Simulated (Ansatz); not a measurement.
# P6_3mc: 3 crystals compared

All 3 crystals share space group P6_3mc (No. 186) and the same kinds of sites, 4 atoms in the primitive cell. They are database entries and needn't be the stable phases. The set is a selection: crystals with an unstable lattice, a very soft shear in a metal or doubtful stress slopes were left out. Cells are relaxed by PAW under the functional.

Quantity: elastic moduli (Hill averages, relaxed ions; θ_D from sound speeds over directions). Level: LDA, all-electron LAPW in Ansatz 0.2.0, scalar-relativistic.

| crystal | cell (conventional) | k mesh | smearing (eV) |
| --- | --- | --- | --- |
| MgTe | a = 4.509, c = 7.337 Å | 6×6×4 | none |
| ZnO | a = 3.187, c = 5.152 Å | 8×8×4 | none |
| ZnS | a = 3.738, c = 6.143 Å | 8×8×4 | none |

Question: Rank them by ν, lowest first.
A. MgTe
B. ZnS
C. ZnO

Answer: B (0.313), A (0.362), C (0.379).

All values:

| crystal | B (GPa) | G (GPa) | C11 (GPa) | C33 (GPa) | C44 (GPa) | ν | θ_D (K) |
| --- | --- | --- | --- | --- | --- | --- | --- |
| MgTe | 38.8 | 11.7 | 55.7 | 60.2 | 10.2 | 0.362 | 182 |
| ZnO | 162 | 42.7 | 222 | 239 | 38.0 | 0.379 | 399 |
| ZnS | 86.1 | 36.7 | 138 | 164 | 30.6 | 0.313 | 363 |

Known limits: constants at zero field, no piezoelectric stiffening; wurtzite ZnS is metastable at ambient conditions (ZnS).
